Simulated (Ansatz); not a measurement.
**Stationary points along a deformation path in KI**

Level of theory: Ansatz, DFT LDA, scalar-relativistic, plane waves, PAW. The runs took a 420 eV cutoff, a Γ-centred 6×6×4 mesh and Gaussian smearing (0.05 eV). No spin polarisation. Energies are free energies at this smearing, counted from the undisturbed cell; pressure is positive in compression.

Reference structure (as given, not relaxed at this level; it stands at -1.7 GPa; this form isn't the usual structure):

```
K I
1.0
     2.51266   -4.25523    0.00000
     2.51266    4.25523    0.00000
     0.00000    0.00000    8.67659
K I
2 2
Direct
  0.50000 0.50000 0.50000
  0.50000 0.50000 0.00000
  0.84023 0.15977 0.25000
  0.15977 0.84023 0.75000
```

At fixed volume and fractional coordinates, lengths along (0.000, 0.000, 1.000) are scaled against those across it; ρ is that ratio over its starting value. V = 46.385 Å³/atom. Δσ is the stress along the axis less the mean stress across it (compression positive).

```
    ρ  ΔE (meV/atom)  Δσ (GPa) space group
0.850           30.2      1.97         Cmcm
0.920            7.5      1.00         Cmcm
1.000            0.0     -0.08         Cmcm
1.100           13.8     -1.45         Cmcm
1.200           50.0     -2.91         Cmcm
```

Question: How does the stress give the slope of the energy, and where is the energy stationary?

Answer: Along the path d ln(length) is 2/3 d ln ρ on the axis and −1/3 d ln ρ across it, so dE/d ln ρ = −(2/3) V Δσ: the energy falls with ρ where Δσ is positive. Δσ vanishes or changes sign between ρ = 0.920 and 1.000, a minimum (near 0.99 by linear interpolation). Pairs of stationary points between two samples would go unseen, and could change a minimum read from distant neighbours into a maximum.

Question: Integrate that slope from ρ = 1 to 1.200 by the trapezoid rule.

Answer: With V/N in Å³ and 1 eV/Å³ = 160.2 GPa the slopes at ρ = 1.000, 1.100, 1.200 are 15, 280, 562 meV/atom per unit of ln ρ. The steps add 14.0 + 36.6 = 50.7 meV/atom, against 50.0 from the energies; the trapezoid rule misses the curvature of the slope within each step.

Forces appear on the atoms along this scan, and letting them relax would lower the energy and soften the response.